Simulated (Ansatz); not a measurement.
# Work function of K(100): what the settings cost and change, part 2 of 2

How thick a slab and how much vacuum does the work function of K(100) need?

Ansatz 0.2.0; plane-wave DFT, PBE, Ansatz PAW.

So far, work function, upper face (eV): step 2 (slab, setting 1 layer) 2.47; step 4 (slab, 3 atoms) 2.24; step 5 (slab, 4 atoms) 2.28; step 6 (run, 5 atoms) 2.23; step 7 (run, 6 atoms) 2.26.

### Step 8. Run, 8 atoms

System of this step: K(100). The cell holds 8 atoms: 8 K. Its edges and angles: a = 5.230 Å, b = 5.230 Å, c = 36.305 Å, α = 90.0°, β = 90.0°, γ = 90.0°. Vacuum lies along c.

input.yaml

```yaml
crystal:
  lattice:
    - [5.23, 0.0, 0.0]
    - [0.0, 5.23, 0.0]
    - [0.0, 0.0, 36.305]
  atoms:
    - { symbol: K, position: [0.5, 0.5, 0.2478997383] }
    - { symbol: K, position: [0.0, 0.0, 0.3199283845] }
    - { symbol: K, position: [0.5, 0.5, 0.3919570307] }
    - { symbol: K, position: [0.0, 0.0, 0.4639856769] }
    - { symbol: K, position: [0.5, 0.5, 0.5360143231] }
    - { symbol: K, position: [0.0, 0.0, 0.6080429693] }
    - { symbol: K, position: [0.5, 0.5, 0.6800716155] }
    - { symbol: K, position: [0.0, 0.0, 0.7521002617] }
kpoints:
  mp_grid: { grid: [8, 8, 1] }
hamiltonian:
  xc: pbe
scf:
  occupations: { method: fermi_dirac, width: 0.1 }
  convergence: { dr2_threshold: 1.0e-09 }
efield:
  axis: 3
  dipole_correction: true
  ramp_position: 0.97
  ramp_width: 0.06
output:
  write_potential: true
  write_density: true
  volumetric_format: npy
```

Launch:

```
$ ansatz run input.yaml --threads 2 --pin off --max-ram 3072MiB --backend cpu --events-out ev --progress --plain --runs-dir out
```

Numbers of over 12 decimals in the logs are rounded to 6 here.

Output:

```text
[...]
Crystal: 8 atoms, lattice volume = 993.047 Å³
Basis set: ecut = 420 eV, 19489 PW (Γ)
Bands: 44, of which v1, the nominal top of the filled ones, is band 36 counted from 1 (35 counted from 0)
Symmetry: 8 space group operations
k-points: 15 of 64
[...]
k-point 1: bands = [... 32 lower, -1.8620, -1.6393, -1.2815, -0.8018, -0.2400, 0.3478, 0.9121, 1.4316, ... 4 higher]
  k-point 2: bands = [... 32 lower, -1.5705, -1.3531, -1.0038, -0.5356, 0.0127, 0.5864, 1.0220, 1.1170, ... 4 higher]
  k-point 14: bands = [... 32 lower, 0.6815, 0.6815, 0.8996, 0.8996, 0.9098, 0.9098, 1.0209, 1.0209, ... 4 higher]
[key lines of the parts left out:]
SCF converged after 8 iterations
Free energy (F): -12301.980846 eV
Fermi energy:    0.172441 eV
Dipole field:    D = 0.000000 V/Å  (p = 0.000001 e·Å, saw-weighted, corrected)
Work function:   Φ+ = 2.2487 eV   Φ− = 2.2487 eV
```

It took 79 s on 2 threads of Arm Neoverse N1, shared host; peak memory 1.3 GiB; 2.5 min of CPU time.

The work function is 2.249 eV, -0.014 eV from the run “6 layers”, at 1.6 times its CPU time.

### Step 9. Run, 10 atoms

System of this step: K(100). The cell holds 10 atoms: 10 K. Cell: a = 5.230 Å, b = 5.230 Å, c = 41.535 Å, α = 90.0°, β = 90.0°, γ = 90.0°. Vacuum lies along c.

input.yaml, the sections that differ from step 8:

```yaml
crystal:
  lattice:
    - [5.23, 0.0, 0.0]
    - [0.0, 5.23, 0.0]
    - [0.0, 0.0, 41.535]
  atoms:
    - { symbol: K, position: [0.5, 0.5, 0.2166847237] }
    - { symbol: K, position: [0.0, 0.0, 0.279643674] }
    - { symbol: K, position: [0.5, 0.5, 0.3426026243] }
    - { symbol: K, position: [0.0, 0.0, 0.4055615746] }
    - { symbol: K, position: [0.5, 0.5, 0.4685205249] }
    - { symbol: K, position: [0.0, 0.0, 0.5314794751] }
    - { symbol: K, position: [0.5, 0.5, 0.5944384254] }
    - { symbol: K, position: [0.0, 0.0, 0.6573973757] }
    - { symbol: K, position: [0.5, 0.5, 0.720356326] }
    - { symbol: K, position: [0.0, 0.0, 0.7833152763] }
# kpoints, hamiltonian, scf, efield, output: as in step 8
```

Output:

```text
[...]
Crystal: 10 atoms, lattice volume = 1136.103 Å³
Basis set: ecut = 420 eV, 22267 PW (Γ)
Bands: 55, of which v1, the nominal top of the filled ones, is band 45 counted from 1 (44 counted from 0)
Symmetry: 8 space group operations
k-points: 15 of 64
[...]
k-point 1: bands = [... 41 lower, -1.5210, -1.2739, -0.9415, -0.5289, -0.0626, 0.4281, 0.9133, 1.3724, ... 6 higher]
  k-point 2: bands = [... 41 lower, -1.2326, -0.9915, -0.6674, -0.2650, 0.1897, 0.6688, 1.1411, 1.2188, ... 6 higher]
  k-point 14: bands = [... 41 lower, 0.8719, 1.0259, 1.0259, 1.1018, 1.1018, 1.1804, 1.1804, 1.2729, ... 6 higher]
[key lines of the parts left out:]
SCF converged after 9 iterations
Free energy (F): -15377.571889 eV
Fermi energy:    0.388180 eV
Dipole field:    D = 0.000000 V/Å  (p = 0.000002 e·Å, saw-weighted, corrected)
Work function:   Φ+ = 2.2513 eV   Φ− = 2.2514 eV
```

The job ended after 2 min (2 threads; peak memory 1.6 GiB).

The work function is 2.251 eV, +0.003 eV from the run “8 layers”, at 1.5 times its CPU time.

### Step 10. Run, 13 atoms

System of this step: K(100). The cell holds 13 atoms: 13 K. Its edges and angles: a = 5.230 Å, b = 5.230 Å, c = 49.380 Å, α = 90.0°, β = 90.0°, γ = 90.0°. Vacuum lies along c.

input.yaml, the sections that differ from step 9:

```yaml
crystal:
  lattice:
    - [5.23, 0.0, 0.0]
    - [0.0, 5.23, 0.0]
    - [0.0, 0.0, 49.38]
  atoms:
    - { symbol: K, position: [0.0, 0.0, 0.1822600243] }
    - { symbol: K, position: [0.5, 0.5, 0.2352166869] }
    - { symbol: K, position: [0.0, 0.0, 0.2881733495] }
    - { symbol: K, position: [0.5, 0.5, 0.3411300122] }
    - { symbol: K, position: [0.0, 0.0, 0.3940866748] }
    - { symbol: K, position: [0.5, 0.5, 0.4470433374] }
    - { symbol: K, position: [0.0, 0.0, 0.5] }
    - { symbol: K, position: [0.5, 0.5, 0.5529566626] }
    - { symbol: K, position: [0.0, 0.0, 0.6059133252] }
    - { symbol: K, position: [0.5, 0.5, 0.6588699878] }
    - { symbol: K, position: [0.0, 0.0, 0.7118266505] }
    - { symbol: K, position: [0.5, 0.5, 0.7647833131] }
    - { symbol: K, position: [0.0, 0.0, 0.8177399757] }
# kpoints, hamiltonian, scf, efield, output: as in step 9
```

Output:

```text
[...]
Crystal: 13 atoms, lattice volume = 1350.686 Å³
Basis set: ecut = 420 eV, 26477 PW (Γ)
Bands: 72, of which v1, the nominal top of the filled ones, is band 59 counted from 1 (58 counted from 0)
Symmetry: 8 space group operations
k-points: 15 of 64
[...]
k-point 1: bands = [... 55 lower, -0.9898, -0.7241, -0.4072, -0.0509, 0.3325, 0.7279, 1.1204, 1.4975, ... 9 higher]
  k-point 2: bands = [... 55 lower, -0.7090, -0.4500, -0.1413, 0.2059, 0.5798, 0.9658, 1.3484, 1.4426, ... 9 higher]
  k-point 14: bands = [... 55 lower, 1.1985, 1.3244, 1.3304, 1.3304, 1.3659, 1.3776, 1.3776, 1.4594, ... 9 higher]
[key lines of the parts left out:]
SCF converged after 9 iterations
Free energy (F): -19990.958904 eV
Fermi energy:    0.626645 eV
Dipole field:    D = 0.000000 V/Å  (p = 0.000001 e·Å, saw-weighted, corrected)
Work function:   Φ+ = 2.2513 eV   Φ− = 2.2513 eV
```

Wall time 3.6 min (2 threads); peak memory 2.3 GiB.

The work function is 2.251 eV, -0.000 eV from the run “10 layers”, at 1.8 times its CPU time.

### Step 11. Slab, 7 atoms

System of this step: K(100). The cell holds 7 atoms: 7 K. Its edges and angles: a = 5.230 Å, b = 5.230 Å, c = 25.690 Å, α = 90.0°, β = 90.0°, γ = 90.0°. Vacuum lies along c.

input.yaml, the sections that differ from step 10:

```yaml
crystal:
  lattice:
    - [5.23, 0.0, 0.0]
    - [0.0, 5.23, 0.0]
    - [0.0, 0.0, 25.69]
  atoms:
    - { symbol: K, position: [0.0, 0.0, 0.19462826] }
    - { symbol: K, position: [0.5, 0.5, 0.29641884] }
    - { symbol: K, position: [0.0, 0.0, 0.39820942] }
    - { symbol: K, position: [0.5, 0.5, 0.5] }
    - { symbol: K, position: [0.0, 0.0, 0.60179058] }
    - { symbol: K, position: [0.5, 0.5, 0.70358116] }
    - { symbol: K, position: [0.0, 0.0, 0.80537174] }
# kpoints, hamiltonian, scf, efield, output: as in step 10
```

Output:

```text
[...]
Crystal: 7 atoms, lattice volume = 702.696 Å³
Basis set: ecut = 420 eV, 13805 PW (Γ)
Bands: 39, of which v1, the nominal top of the filled ones, is band 32 counted from 1 (31 counted from 0)
Symmetry: 8 space group operations
k-points: 15 of 64
[...]
k-point 0: bands = [... 28 lower, -1.3679, -1.0848, -0.6405, -0.0426, 0.5823, 1.2953, 1.7590, 2.4321, ... 3 higher]
  k-point 1: bands = [... 28 lower, -1.2692, -0.9883, -0.5474, 0.0461, 0.6660, 1.3725, 1.8289, 2.2458, ... 3 higher]
  k-point 2: bands = [... 28 lower, -0.9782, -0.7037, -0.2732, 0.3067, 0.9114, 1.5970, 1.6103, 1.8462, ... 3 higher]
  k-point 14: bands = [... 28 lower, 1.2607, 1.2920, 1.4839, 1.4839, 1.5197, 1.6098, 1.6406, 1.6406, ... 3 higher]
[key lines of the parts left out:]
SCF converged after 9 iterations
Free energy (F): -10764.182614 eV
Fermi energy:    0.747466 eV
Dipole field:    D = -0.000000 V/Å  (p = -0.000000 e·Å, saw-weighted, corrected)
Work function:   Φ+ = 2.2308 eV (in doubt: plateau slope 1.3e-1 eV/Å)   Φ− = 2.2395 eV (in doubt: plateau slope 1.0e-1 eV/Å)
```

Wall time 39 s (2 threads); peak memory 0.82 GiB.

The work function is 2.231 eV. The program marks this work function as in doubt.

### Step 12. Slab, 7 atoms (run 2)

The cell differs from the one that the last finished run ended in (c 25.690 → 29.690 Å).

input.yaml, the sections that differ from step 11:

```yaml
crystal:
  lattice:
    - [5.23, 0.0, 0.0]
    - [0.0, 5.23, 0.0]
    - [0.0, 0.0, 29.69]
  atoms:
    - { symbol: K, position: [0.0, 0.0, 0.2357696194] }
    - { symbol: K, position: [0.5, 0.5, 0.3238464129] }
    - { symbol: K, position: [0.0, 0.0, 0.4119232065] }
    - { symbol: K, position: [0.5, 0.5, 0.5] }
    - { symbol: K, position: [0.0, 0.0, 0.5880767935] }
    - { symbol: K, position: [0.5, 0.5, 0.6761535871] }
    - { symbol: K, position: [0.0, 0.0, 0.7642303806] }
# kpoints, hamiltonian, scf, efield, output: as in step 11
```

Output:

```text
[...]
Crystal: 7 atoms, lattice volume = 812.108 Å³
Basis set: ecut = 420 eV, 15947 PW (Γ)
Bands: 39, of which v1, the nominal top of the filled ones, is band 32 counted from 1 (31 counted from 0)
Symmetry: 8 space group operations
k-points: 15 of 64
[...]
k-point 1: bands = [... 28 lower, -1.6706, -1.3908, -0.9472, -0.3630, 0.2834, 0.9253, 1.4903, 1.8509, ... 3 higher]
  k-point 2: bands = [... 28 lower, -1.3796, -1.1061, -0.6730, -0.1025, 0.5286, 1.1519, 1.2090, 1.4414, ... 3 higher]
  k-point 14: bands = [... 28 lower, 0.8593, 0.8907, 1.0825, 1.0825, 1.1173, 1.2075, 1.2388, 1.2388, ... 3 higher]
[key lines of the parts left out:]
SCF converged after 9 iterations
Free energy (F): -10764.181688 eV
Fermi energy:    0.347596 eV
Dipole field:    D = 0.000000 V/Å  (p = 0.000001 e·Å, saw-weighted, corrected)
Work function:   Φ+ = 2.2543 eV   Φ− = 2.2543 eV
```

Wall time 54 s (2 threads); peak memory 1 GiB.

The work function is 2.254 eV, +0.024 eV from the run “7 layers, 10 Å of vacuum”, at 1.4 times its CPU time.

### Step 13. Slab, 7 atoms (run 3)

The cell differs from the one that the last finished run ended in (c 29.690 → 41.690 Å).

input.yaml, the sections that differ from step 12:

```yaml
crystal:
  lattice:
    - [5.23, 0.0, 0.0]
    - [0.0, 5.23, 0.0]
    - [0.0, 0.0, 41.69]
  atoms:
    - { symbol: K, position: [0.0, 0.0, 0.3118253778] }
    - { symbol: K, position: [0.5, 0.5, 0.3745502519] }
    - { symbol: K, position: [0.0, 0.0, 0.4372751259] }
    - { symbol: K, position: [0.5, 0.5, 0.5] }
    - { symbol: K, position: [0.0, 0.0, 0.5627248741] }
    - { symbol: K, position: [0.5, 0.5, 0.6254497481] }
    - { symbol: K, position: [0.0, 0.0, 0.6881746222] }
# kpoints, hamiltonian, scf, efield, output: as in step 12
```

Output:

```text
[...]
Crystal: 7 atoms, lattice volume = 1140.342 Å³
Basis set: ecut = 420 eV, 22363 PW (Γ)
Bands: 39, of which v1, the nominal top of the filled ones, is band 32 counted from 1 (31 counted from 0)
Symmetry: 8 space group operations
k-points: 15 of 64
[...]
k-point 1: bands = [... 28 lower, -2.4190, -2.1393, -1.6957, -1.1118, -0.4638, 0.1715, 0.7602, 1.1085, ... 3 higher]
  k-point 2: bands = [... 28 lower, -2.1280, -1.8546, -1.4214, -0.8513, -0.2186, 0.3984, 0.4606, 0.6925, ... 3 higher]
  k-point 14: bands = [... 28 lower, 0.1109, 0.1422, 0.3341, 0.3341, 0.3689, 0.4590, 0.4904, 0.4904, ... 3 higher]
[key lines of the parts left out:]
SCF converged after 9 iterations
Free energy (F): -10764.181641 eV
Fermi energy:    -0.400729 eV
Dipole field:    D = -0.000000 V/Å  (p = -0.000000 e·Å, saw-weighted, corrected)
Work function:   Φ+ = 2.2538 eV   Φ− = 2.2538 eV
```

Run time: 76 s. Hardware: 2 threads; peak memory 1.4 GiB; 2.5 min of CPU time.

The work function is 2.254 eV, -0.000 eV from the run “7 layers, 14 Å of vacuum”, at 1.4 times its CPU time.

### Step 14. Side by side

Times are for 2 threads of Arm Neoverse N1, shared host. The series side by side:

```
no.                   setting  work function, upper face (eV)     time  memory (GiB)
  1                   1 layer                           2.472    9.8 s          0.46
  2                  2 layers                           2.218     12 s          0.54
  3                  3 layers                           2.244     17 s          0.61
  4                  4 layers                           2.282     23 s           0.7
  5                  5 layers                           2.230     33 s          0.81
  6                  6 layers                           2.262     50 s          0.94
  7                  8 layers                           2.249     79 s           1.3
  8                 10 layers                           2.251    2 min           1.6
  9                 13 layers                           2.251  3.6 min           2.3
 10  7 layers, 10 Å of vacuum                           2.231     39 s          0.82
 11  7 layers, 14 Å of vacuum                           2.254     54 s           1.0
 12  7 layers, 26 Å of vacuum                           2.254     76 s           1.4
```

### Step 15. The same run with other settings

System of this step: K(100) monolayer. The cell holds 1 atom: 1 K. Cell: a = 5.230 Å, b = 5.230 Å, c = 18.000 Å, α = 90.0°, β = 90.0°, γ = 90.0°. Vacuum lies along c.

An input spoilt on purpose, to show how the run answers: it repeats the earlier run “1 layer” with efield.ramp_position from 0.97 to 0.475, and scf.max_iter set to 50; its output block differs too.

input.yaml, the sections that differ from step 13:

```yaml
crystal:
  lattice:
    - [5.23, 0.0, 0.0]
    - [0.0, 5.23, 0.0]
    - [0.0, 0.0, 18.0]
  atoms:
    - { symbol: K, position: [0.5, 0.5, 0.5] }
scf:
  occupations: { method: fermi_dirac, width: 0.1 }
  convergence: { dr2_threshold: 1.0e-09 }
  max_iter: 50
efield:
  axis: 3
  dipole_correction: true
  ramp_position: 0.475
  ramp_width: 0.06
# kpoints, hamiltonian, output: as in step 13
```

Output:

```text
Engine: ansatz 0.2.0, aarch64-unknown-linux-gnu
Pseudopotentials: kind: paw
Pseudopotential: K, paw, valence charge 9, recommended cutoff 420 eV (normal), K.paw.azcp
Functional definition: PBE
  parameter kappa = 0.804
  parameter beta = 0.066725
  exchange = pbe_x(kappa = kappa, mu = beta*pi^2/3)
  correlation = pbe_c(beta = beta)
Crystal: 1 atoms, lattice volume = 492.352 Å³
Basis set: ecut = 420 eV, 9645 PW (Γ)
Bands: 9, of which v1, the nominal top of the filled ones, is band 5 counted from 1 (4 counted from 0)
Symmetry: 8 space group operations
k-points: 15 of 64
Non-local potential: K, projectors of the file, l = 0: 3, l = 1: 2, l = 2: 2
PAW form: soft (Blöchl's): semilocal exchange-correlation on the pseudo side does not see the compensation charge
PAW one-centre angular grid: K, 110 points (default); XC on 64 Gauss nodes
Initial density: superposition of atomic densities (neutral atoms: chi_scale 0, normalization atom), corrected by the library's trained network
Initial wavefunctions: pseudopotential atomic-orbital guess
Functional: x = pbe(κ = 0.804, μ = 0.219515), c = pbe(β = 0.066725)
Error: efield: ion 0 (K) at fractional coordinate 0.5000 along the field axis lies inside the sawtooth ramp with 2 of the planes that the density is read on at each end, [0.4590, 0.5510] — the ramp must sit in vacuum (an ion there feels the fictitious reversed slope); set or move the ramp (efield.ramp_position / ramp_width) or move the geometry
```

The job ended after 0.27 s (2 threads; peak memory 0.27 GiB).

The program refused the input before any cycle.

The program's message: “Error: efield: ion 0 (K) at fractional coordinate 0.5000 along the field axis lies inside the sawtooth ramp with 2 of the planes that the density is read on at each end, [0.4590, 0.5510] — the ramp mu …”

The fault put into the input: the ramp among the atoms.

### Step 16. Results

* work function, 1 layer: 2.472 eV
* work function, 2 layers: 2.218 eV
* work function, 6 layers: 2.262 eV
* work function, 13 layers: 2.251 eV

The thickest slab gives 2.25 eV, and the settings tried spread the value from 2.22 to 2.47 eV. At 18 Å of vacuum, the slabs from 2 layers on stay within 0.04 eV of the thickest. Beyond two layers the value swings up and down with thickness, as is usual where quantum-well states cross the Fermi level; the levels were not examined here. Going from 10 to 26 Å of vacuum moves it by 0.023 eV. The program marks the value as in doubt in “7 layers, 10 Å of vacuum”. The ladder's slabs use the tabulated experimental lattice constant (two decimals; a low-temperature value for the alkali metals). In 2 runs of the series (7 layers, 10 Å of vacuum and 7 layers, 14 Å of vacuum) the program warns that electrons reach the sawtooth's ramp, which makes dipole and work function less sure.

[Logs are printed without paths, hosts, clocks, repeated set-up lines and the standing remarks that a program may print on its own settings, such as how far it seeks lower states.]

[Hosts, paths, dates, database ids (printed as entryN), source tags and the programs' standing remarks are cut or masked in the printed files.]

[Maps of the electrostatic potential energy from Ansatz leave out the sawtooth potential of an applied field or a dipole correction, so their vacuum need not be flat; planar profiles and work functions include it.]
